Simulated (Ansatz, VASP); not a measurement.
Given: the input of a run of VASP 6.6.1 on Sb.

The input INCAR:

```
PREC = Accurate ; ENCUT = 520
EDIFF = 1E-6 ; ISMEAR = -1
SIGMA = 0.05 ; LREAL = F
LASPH = T ; NELM = 80
ALGO = Normal ; ISIF = 2
LWAVE = F ; LCHARG = T
GGA = CA ; LELF = T
LVHAR = T ; NBANDS = 8
```

Contents of KPOINTS:

```
regular mesh
0
Gamma
  12 12 12
```

POSCAR

```
Sb
1.0
   -1.5659590577      1.5659590577      2.6937369538
    1.5659590577     -1.5659590577      2.6937369538
    1.5659590577      1.5659590577     -2.6937369538
Sb
1
Direct
    0.0000000000      0.0000000000      0.0000000000
```

Potentials or basis: VASP PAW LDA potentials, release 64 (Sb).

Run with:

```sh
$ cat potpaw_LDA.64/Sb/POTCAR > POTCAR
$ mpirun -np 1 vasp_std > vasp.out
```

Q: Translate it to Ansatz 0.2.0. Potentials there: all-electron LAPW, scalar-relativistic.

A: As run (the cutoff follows the program's own potentials):

The input input.yaml:

```yaml
crystal:
  lattice:
    - [-1.5659590577, 1.5659590577, 2.6937369538]
    - [1.5659590577, -1.5659590577, 2.6937369538]
    - [1.5659590577, 1.5659590577, -2.6937369538]
  atoms:
    - { symbol: Sb, position: [0.0, 0.0, 0.0] }
kpoints:
  mp_grid: { grid: [12, 12, 12] }
scf:
  occupations: { method: fermi_dirac, width: 0.05 }
hamiltonian:
  xc: lda
  pseudopotentials: { kind: all_electron, lapw: { basis_error: 0.001 } }
output:
  forces: true
  stress: true
  eigenvalues: true
```

Potentials or basis: all-electron LAPW, scalar-relativistic.

Command:

```bash
$ ansatz run input.yaml --threads 1 --pin off --max-ram 3072MiB --backend cpu --events-out ev --progress --plain --runs-dir out
```

Both were run:

|  | VASP | Ansatz | Ansatz less VASP |
| --- | --- | --- | --- |
| gap on the k mesh at the Fermi level (eV) | none | none | - |
| pressure (GPa) | -1.0 | -1.1 | -0.10 |
| largest component of the traceless stress (GPa) | 0.29 | 0.25 | -0.040 |

A gap of «none» marks a metal or a gap that the smearing closes. Ansatz ran all-electron here, so the differences hold the error of VASP's frozen core and of both bases.

Spin-orbit coupling is left out, which matters for the levels of Sb.
